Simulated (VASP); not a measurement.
# TiS2 (P-3m1) in VASP: further runs

One crystal, TiS2, is run at these levels: r2SCAN; tasks: single point.

Everything below comes from runs of VASP 6.6.1. Logs are shortened: lines on timing, memory, paths and dates and some standing lists are left out, and cuts for length are marked.

## (1) Starting point

The structure is trigonal, space group P-3m1 (No. 164). The conventional cell has a = 3.501 Å, b = 3.501 Å, c = 5.843 Å, α = 90.00°, β = 90.00°, γ = 120.00°. Ti (site symmetry -3m) has 6 S at 2.49 Å as nearest neighbours. Around S (site symmetry 3m) lie 3 Ti at 2.49 Å.

## (2) Single point, r2SCAN

POSCAR

```
TiS2
1.0
    3.5006627580      0.0000000000      0.0000000000
   -1.7503313790      3.0316632092      0.0000000000
    0.0000000000      0.0000000000      5.8429878098
Ti S
1 2
Direct
    0.0000000000      0.0000000000      0.0000000000
    0.3333333333      0.6666666667      0.2500000000
    0.6666666667      0.3333333333      0.7500000000
```

INCAR.step1

```
SYSTEM = TiS2
ALGO     = Normal         ! electronic algorithm
EDIFF    = 1E-4           ! SCF threshold, eV
ENCUT    = 520            ! plane-wave cutoff, eV
GGA      = PE             ! functional
ISMEAR   = 1              ! smearing method
LASPH    = .TRUE.         ! aspherical terms in the spheres
LCHARG   = .FALSE.        ! write CHGCAR
LREAL    = .FALSE.        ! projectors in reciprocal space
LWAVE    = .TRUE.         ! write WAVECAR
NBANDS   = 19             ! bands
NELM     = 100            ! most SCF steps
PREC     = Accurate       ! precision mode
SIGMA    = 0.02           ! smearing width, eV
```

INCAR.step2

```
SYSTEM = TiS2
ALGO     = Normal         ! electronic algorithm
EDIFF    = 1E-6           ! SCF threshold, eV
ENCUT    = 520            ! plane-wave cutoff, eV
ISIF     = 2              ! what is computed and relaxed
ISMEAR   = 1              ! smearing method
ISTART   = 1            
LASPH    = .TRUE.         ! aspherical terms in the spheres
LCHARG   = .FALSE.        ! write CHGCAR
LMIXTAU  = .TRUE.       
LREAL    = .FALSE.        ! projectors in reciprocal space
LWAVE    = .FALSE.        ! write WAVECAR
METAGGA  = R2SCAN         ! meta-GGA
NBANDS   = 19             ! bands
NELM     = 100            ! most SCF steps
PREC     = Accurate       ! precision mode
SIGMA    = 0.02           ! smearing width, eV
```

KPOINTS

```
k-points
0
G
  6 6 3
  0 0 0
```

Potentials or basis: VASP PAW PBE potentials, release 64 (Ti_sv, S).

Run with:

```
$ cat potpaw_PBE.64/Ti_sv/POTCAR potpaw_PBE.64/S/POTCAR > POTCAR
$ cp INCAR.step1 INCAR
$ mpirun -np 1 vasp_std > vasp.out
$ cp INCAR.step2 INCAR
$ mpirun -np 1 vasp_std > vasp.out
```

OUTCAR:

```text
SYSTEM = TiS2
   EDIFF = 1E-6
   ENCUT = 520
   ISIF = 2
   ISMEAR = 1
   ISTART = 1
   LASPH = .TRUE.
   LREAL = .FALSE.
   METAGGA = R2SCAN
   NELM = 100
   PREC = Accurate

 ion  position               nearest neighbor table
   1  0.000  0.000  0.000-   2 2.49   3 2.49   3 2.49   2 2.49   3 2.49   2 2.49
   2  0.333  0.667  0.250-   1 2.49   1 2.49   1 2.49
   3  0.667  0.333  0.750-   1 2.49   1 2.49   1 2.49

  LATTYP: Found a hexagonal cell.
 ALAT       =     3.5006627580
 C/A-ratio  =     1.6691090270

  Lattice vectors:

 A1 = (   3.5006627580,   0.0000000000,   0.0000000000)
 A2 = (  -1.7503313790,   3.0316632092,   0.0000000000)
 A3 = (   0.0000000000,   0.0000000000,   5.8429878098)

Analysis of symmetry for initial positions (statically):
=====================================================================
 Subroutine PRICEL returns:
 Original cell was already a primitive cell.

 Routine SETGRP: Setting up the symmetry group for a
 hexagonal supercell.

 Subroutine GETGRP returns: Found 12 space group operations
 (whereof 12 operations were pure point group operations)
 out of a pool of 24 trial point group operations.

The static configuration has the point symmetry D_3d.

Analysis of symmetry for dynamics (positions and initial velocities):
=====================================================================
 Subroutine PRICEL returns:
 Original cell was already a primitive cell.

 Routine SETGRP: Setting up the symmetry group for a
 hexagonal supercell.

 Subroutine GETGRP returns: Found 12 space group operations
 (whereof 12 operations were pure point group operations)
 out of a pool of 24 trial point group operations.

The dynamic configuration has the point symmetry D_3d.

 Subroutine INISYM returns: Found 12 space group operations
 (whereof 12 operations are pure point group operations),
 and found     1 'primitive' translations

----------------------------------------------------------------------------------------

                                     Primitive cell

  volume of cell :      62.0106

  direct lattice vectors                    reciprocal lattice vectors
     3.500662758  0.000000000  0.000000000     0.285660193  0.164925971  0.000000000
    -1.750331379  3.031663209  0.000000000     0.000000000  0.329851943  0.000000000
     0.000000000  0.000000000  5.842987810     0.000000000  0.000000000  0.171145317

  length of vectors
     3.500662758  3.500663044  5.842987810     0.329851970  0.329851943  0.171145317
[... 75 lines left out ...]
   EDIFF  = 0.1E-05   stopping-criterion for ELM
   LREAL  =      F    real-space projection
   EDIFFG = 0.1E-04   stopping-criterion for IOM
   NSW    =      0    number of steps for IOM
   IBRION =     -1    ionic relax: 0-MD 1-quasi-New 2-CG
   NFREE  =      0    steps in history (QN), initial steepest desc. (CG)
   ISIF   =      2    stress and relaxation
   ISYM   =      2    0-nonsym 1-usesym 2-fastsym
   POTIM  = 0.5000    time-step for ionic-motion
   TEBEG  =    0.0;   TEEND  =   0.0 temperature during run
   PSTRESS=    0.0 pullay stress
   NELECT =      24.0000    total number of electrons
   NUPDOWN=      -1.0000    fix difference up-down
   EMIN   =  10.00;   EMAX   =-10.00  energy-range for DOS
   EFERMI =   0.00;   METHOD = LEGACY
   ISMEAR =     1;   SIGMA  =   0.02  broadening in eV -4-tet -1-fermi 0-gaus
   EFERMI_NEDOS =   21; number of points for ismear=-14 and -15
   IALGO  =     38    algorithm
   IMIX   =      4    mixing-type and parameters
     AMIX     =   0.40;   BMIX     =  1.00
     AMIX_MAG =   1.60;   BMIX_MAG =  1.00
  volume/ion in A,a.u.               =      20.67       139.49
  Fermi-wavevector in a.u.,A,eV,Ry     =   1.193044  2.254527 19.365911  1.423354
  Thomas-Fermi vector in A             =   2.329068
   LORBIT       =      0    0 simple, 1 ext, 2 COOP (PROOUT), +10 PAW based schemes
   METAGGA = R2SCAN    functional components
   LHFCALC =     F    Hartree Fock is set to
   AEXX    =    0.0000 exact exchange contribution
   IVDW    =     0    specifies the selected vdW correction
   LEPSILON=     F    determine dielectric tensor
   LRPA    =     F    only Hartree local field effects (RPA)
 non-spin polarized calculation
 Methfessel and Paxton  Order N= 1 SIGMA  =   0.02
  energy-cutoff  :      520.00
  volume of cell :       62.01
 maximum number of plane-waves:      1696
 NGX is ok and might be reduce to    28
   NGX = 13   NGY = 13   NGZ = 21

 number of electron      24.0000003 magnetization

 Free energy of the ion-electron system (eV)
  ---------------------------------------------------
  ext. energy  EPLUGINS =         0.00000000
  ---------------------------------------------------
  free energy    TOTEN  =       -33.34335171 eV

  energy without entropy =      -33.34337319  energy(sigma->0) =      -33.34335887

 E-fermi :   4.4339     XC(G=0): -10.2741

 val. band max:        4.4170589625   @ k =   0.0000   0.0000   0.0000
 cond. band min:       4.7132814810   @ k =   0.5000  -0.0000   0.3333
 fundamental gap:      0.2962225185
 Fermi energy:         4.4338965047

 k-point     1 :       0.0000    0.0000    0.0000
  band No.  band energies     occupation
      1     -55.8540      2.00000
      2     -30.9975      2.00000
      3     -30.9653      2.00000
      4     -30.9652      2.00000
      5      -9.4681      2.00000
      6      -7.9756      2.00000
[... 351 lines left out ...]
      6      -7.7898      2.00000
[... 11 lines left out ...]
     18      12.5420      0.00000
     19      12.9197      0.00000

------------------------ aborting loop because EDIFF is reached ----------------------------------------

  FORCE on cell =-STRESS in cart. coord.  units (eV):
  Direction    XX          YY          ZZ          XY          YZ          ZX
  --------------------------------------------------------------------------------------
  -------------------------------------------------------------------------------------
  Total       -2.5418881     -2.5418886     -2.8047587     -0.0000000      0.0000000      0.0000000
  in kB      -65.6751078    -65.6751222    -72.4669337     -0.0000000      0.0000000      0.0000000
  external PRESSURE =     -67.9390546 kB  Pullay stress =       0.0000000 kB

 VOLUME and BASIS-vectors are now :
 -----------------------------------------------------------------------------
  energy-cutoff  :      520.00
  volume of cell :       62.01
      direct lattice vectors                 reciprocal lattice vectors
     3.500662758  0.000000000  0.000000000     0.285660193  0.164925971  0.000000000
    -1.750331379  3.031663209  0.000000000     0.000000000  0.329851943  0.000000000
     0.000000000  0.000000000  5.842987810     0.000000000  0.000000000  0.171145317

 POSITION                                       TOTAL-FORCE (eV/Angst)
 -----------------------------------------------------------------------------------
      0.00000      0.00000      0.00000         0.000000      0.000000      0.000000
     -0.00000      2.02111      1.46075         0.000000      0.000000     -1.086616
      1.75033      1.01055      4.38224        -0.000000     -0.000000      1.086616
 -----------------------------------------------------------------------------------
    total drift:                               -0.000000     -0.000000     -0.000000

  FREE ENERGIE OF THE ION-ELECTRON SYSTEM (eV)
  ---------------------------------------------------
  free  energy   TOTEN  =       -33.3433517121 eV

  energy  without entropy=      -33.3433731860  energy(sigma->0) =      -33.34335887
```

OSZICAR.step1:

```text
N       E                     dE             d eps       ncg     rms          rms(c)
DAV:   1     0.201474122642E+03    0.20147E+03   -0.11491E+04   646   0.124E+03
DAV:   2    -0.341986399509E+01   -0.20489E+03   -0.19888E+03   709   0.323E+02
DAV:   3    -0.234002546442E+02   -0.19980E+02   -0.19650E+02   907   0.984E+01
DAV:   4    -0.240971368043E+02   -0.69688E+00   -0.69496E+00   908   0.179E+01
DAV:   5    -0.241194137843E+02   -0.22277E-01   -0.22262E-01   912   0.280E+00    0.136E+01
DAV:   6    -0.213284593378E+02    0.27910E+01   -0.35237E+01   722   0.445E+01    0.123E+01
DAV:   7    -0.202762312831E+02    0.10522E+01   -0.24463E+01   806   0.330E+01    0.617E+00
DAV:   8    -0.198504583131E+02    0.42577E+00   -0.33554E+00   773   0.141E+01    0.272E+00
DAV:   9    -0.198198994012E+02    0.30559E-01   -0.22136E-01   773   0.349E+00    0.938E-01
DAV:  10    -0.198180524875E+02    0.18469E-02   -0.27843E-02   790   0.133E+00    0.438E-01
DAV:  11    -0.198232551446E+02   -0.52027E-02   -0.29475E-02   866   0.118E+00    0.627E-01
DAV:  12    -0.198182490746E+02    0.50061E-02   -0.28789E-02   818   0.117E+00    0.105E-01
DAV:  13    -0.198181854119E+02    0.63663E-04   -0.36337E-04   731   0.149E-01
   1 F= -.19818185E+02 E0= -.19818210E+02  d E =0.730958E-04
```

Wall time 54 s (1 thread of Intel Xeon Platinum 8488C (Sapphire Rapids), shared host); peak memory 0.19 GiB.

Results:

| Property | Result |
| --- | --- |
| Free energy | -33.3434 eV |
| Pressure | -6.8 GPa |
| Largest force | 1.087 eV/Å |
| Band gap on the k mesh | 0.30 eV, indirect (least direct gap 0.66 eV) |

Forces on the atoms (eV/Å):
```
Ti   0.000  0.000  0.000
S    0.000  0.000 -1.087
S    0.000  0.000  1.087
```

Caveat: the PAW data sets were made with another functional, which shifts forces and pressure a little; an odd mesh through Γ misses points on the zone boundary, where band edges often lie.

## (3) Single point, r2SCAN

This run uses another cell than the first one, of 20.16 Å³/atom, 0.975 times its volume.

POSCAR

```
TiS2
1.0
    3.4716102753      0.0000000000      0.0000000000
   -1.7358051377      3.0065030184      0.0000000000
    0.0000000000      0.0000000000      5.7944960486
Ti S
1 2
Direct
    0.0000000000      0.0000000000      0.0000000000
    0.3333333333      0.6666666667      0.2500000000
    0.6666666667      0.3333333333      0.7500000000
```

INCAR.step1

```
PREC = Accurate
ENCUT = 520
ISMEAR = 1
SIGMA = 0.02
LREAL = F
LASPH = T
NELM = 100
NBANDS = 19
GGA = PE
ALGO = Normal
EDIFF = 1E-4
LWAVE = T
LCHARG = F
```

INCAR.step2

```
PREC = Accurate
ENCUT = 520
EDIFF = 1E-6
ISMEAR = 1
SIGMA = 0.02
LREAL = F
LASPH = T
NELM = 100
ALGO = Normal
ISIF = 2
LWAVE = F
LCHARG = F
METAGGA = R2SCAN
LMIXTAU = T
NBANDS = 19
ISTART = 1
```

KPOINTS

```
Automatic mesh
0
Gamma
  6 6 3
```

Potentials or basis: VASP PAW PBE potentials, release 64 (Ti_sv, S).

Run with:

```
$ cat potpaw_PBE.64/Ti_sv/POTCAR potpaw_PBE.64/S/POTCAR > POTCAR
$ cp INCAR.step1 INCAR
$ mpirun -np 1 vasp_std > vasp.out
$ cp INCAR.step2 INCAR
$ mpirun -np 1 vasp_std > vasp.out
```

Wall time 48 s (1 thread of Intel Xeon Platinum 8488C (Sapphire Rapids), shared host); peak memory 0.19 GiB.

It converged, with:

* Free energy: -33.3984 eV
* Pressure: -4.8 GPa
* Largest force: 0.857 eV/Å
* Band gap on the k mesh: 0.26 eV, indirect (least direct gap 0.64 eV)

Forces in eV/Å, atoms in the order of the input:
```
Ti   0.000  0.000  0.000
S    0.000  0.000 -0.857
S    0.000  0.000  0.857
```

Stress tensor (GPa, compression positive):
```
-4.51  0.00  0.00
 0.00 -4.51  0.00
 0.00  0.00 -5.34
```

Levels at points of the mesh, in eV from the valence-band top:
```
           k point  band 10  band 11  band 12  band 13  band 14  band 15
(0.00, 0.00, 0.00)    -0.07     0.00     0.00     0.64     0.64     1.09
(0.50, 0.00, 0.00)    -2.66    -2.60    -1.62     0.39     1.60     1.99
```

Caveat: the PAW data sets were made with another functional, which shifts forces and pressure a little; an odd mesh through Γ misses points on the zone boundary, where band edges often lie.

## (4) Single point, r2SCAN

This run uses another cell than the first one, of 17.61 Å³/atom, 0.852 times its volume.

POSCAR

```
TiS2
1.0
    3.3184730751      0.0000000000      0.0000000000
   -1.6592365375      2.8738822982      0.0000000000
    0.0000000000      0.0000000000      5.5388933653
Ti S
1 2
Direct
    0.0000000000      0.0000000000      0.0000000000
    0.3333333333      0.6666666667      0.2500000000
    0.6666666667      0.3333333333      0.7500000000
```

INCAR.step1

```
PREC = Accurate
ENCUT = 520
ISMEAR = 1
SIGMA = 0.02
LREAL = False
LASPH = True
NELM = 100
NBANDS = 19
GGA = PE
ALGO = Normal
EDIFF = 1E-4
LWAVE = True
LCHARG = False
```

INCAR.step2

```
PREC = Accurate
ENCUT = 520
EDIFF = 1E-6
ISMEAR = 1
SIGMA = 0.02
LREAL = False
LASPH = True
NELM = 100
ALGO = Normal
ISIF = 2
LWAVE = False
LCHARG = False
METAGGA = R2SCAN
LMIXTAU = True
NBANDS = 19
ISTART = 1
```

KPOINTS

```
regular mesh
0
Gamma
  6 6 3
```

Run with:

```
$ cat potpaw_PBE.64/Ti_sv/POTCAR potpaw_PBE.64/S/POTCAR > POTCAR
$ cp INCAR.step1 INCAR
$ mpirun -np 1 vasp_std > vasp.out
$ cp INCAR.step2 INCAR
$ mpirun -np 1 vasp_std > vasp.out
```

It took 48 s on 1 thread of Intel Xeon Platinum 8488C (Sapphire Rapids), shared host; peak memory 0.18 GiB.

Results (log left out):

```yaml
Free_energy: -33.2997 eV
Pressure: 10.5 GPa
Largest_force: 0.695 eV/Å
Band_gap_on_the_k_mesh: 0.03 eV, indirect (least direct gap 0.52 eV)
```

Forces in eV/Å, atoms in the order of the input:
```
Ti   0.000  0.000  0.000
S    0.000  0.000  0.695
S    0.000  0.000 -0.695
```

Stress tensor (GPa, compression positive):
```
11.11  0.00  0.00
 0.00 11.11  0.00
 0.00  0.00  9.17
```

Levels at points of the mesh, in eV from the valence-band top:
| k point | band 10 | band 11 | band 12 | band 13 | band 14 | band 15 |
| --- | --- | --- | --- | --- | --- | --- |
| (0.00, 0.00, 0.00) | -0.13 | 0.00 | 0.00 | 0.52 | 0.52 | 1.03 |
| (0.50, 0.00, 0.00) | -3.18 | -3.15 | -1.91 | 0.24 | 1.78 | 2.29 |

Caveat: the PAW data sets were made with another functional, which shifts forces and pressure a little; an odd mesh through Γ misses points on the zone boundary, where band edges often lie. r2SCAN opens gaps a little over a GGA but as a rule still falls short of measured ones.

## (5) Summary

| cell | gap on the mesh (eV) | pressure (GPa) | largest force (eV/Å) |
| --- | --- | --- | --- |
| P-3m1, 20.67 Å³/atom | 0.30 | -6.8 | 1.09 |
| P-3m1, 20.16 Å³/atom | 0.26 | -4.8 | 0.86 |
| P-3m1, 17.61 Å³/atom | 0.03 | 10.5 | 0.69 |

Alike in all rows: task single point; level r2SCAN; potentials or basis VASP PAW PBE potentials, release 64 (Ti_sv, S); no spin polarisation; k mesh 6 × 6 × 3; cutoff (eV) 520; smearing methfessel-paxton 0.02 eV.

On the cell as given the gap runs from 0.03 eV (r2SCAN) to 0.30 eV (r2SCAN).

Caveats: the PAW data sets were made with another functional, which shifts forces and pressure a little; an odd mesh through Γ misses points on the zone boundary, where band edges often lie.

Absolute energies hang on the potentials; compare differences alone.
